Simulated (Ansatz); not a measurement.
TePt:

```
Pt Te
1.0
     1.98157    1.14406    6.66103
    -1.98157    1.14406    6.66103
     0.00000   -2.28812    6.66103
Pt Te
2 2
Direct
  0.12967 0.12967 0.12967
  0.87033 0.87033 0.87033
  0.40200 0.40200 0.40200
  0.59800 0.59800 0.59800
```

```yaml
Program: Ansatz 0.2.0
Task: relaxation of cell and atoms
Functional: PBEsol
Dispersion: D3(BJ)-ATM
Potentials_or_basis: Ansatz PAW
Cutoff: "420 eV (not typed: the program's choice for these potentials)"
k_mesh: 8 × 8 × 8
Occupations: fermi-dirac, width 0.05 eV
Spin: no spin polarisation
```

At the start: volume 22.65 Å³/atom.

Question: How do energy, volume and symmetry change on relaxing?

Answer: It ends after 6 steps and the volume is 21.44 Å³/atom (-5.4 %); space group R-3m (No. 166, to 0.05 Å).

Step by step:
```tsv
step	energy change (eV)	largest force (eV/Å)	volume (Å³)
1	0.0000	0.1852	90.60
2	-0.0636	0.0595	86.79
3	-0.0690	0.0104	86.23
4	-0.0698	0.0126	85.83
5	-0.0699	0.0021	85.75
6	-0.0685	0.0022	85.75
```

Final structure:
```cif
data_structure
_symmetry_space_group_name_H-M 'P 1'
_symmetry_Int_Tables_number 1
_cell_length_a 6.8044
_cell_length_b 6.8044
_cell_length_c 6.8044
_cell_angle_alpha 33.560
_cell_angle_beta 33.560
_cell_angle_gamma 33.560
_cell_volume 85.75
loop_
_atom_site_label
_atom_site_type_symbol
_atom_site_fract_x
_atom_site_fract_y
_atom_site_fract_z
_atom_site_occupancy
Pt1 Pt 0.12921 0.12921 0.12921 1
Pt2 Pt 0.87079 0.87079 0.87079 1
Te1 Te 0.39841 0.39841 0.39841 1
Te2 Te 0.60159 0.60159 0.60159 1
```

Caveat: the plane-wave basis is chosen anew once the cell has moved, so the energies of steps on either side of that aren't comparable; pairwise dispersion overbinds metals, which lowers pressure and volume; the PAW data sets come from PBE, with cores solved anew for the run's functional, which leaves a small shift of forces and pressure.
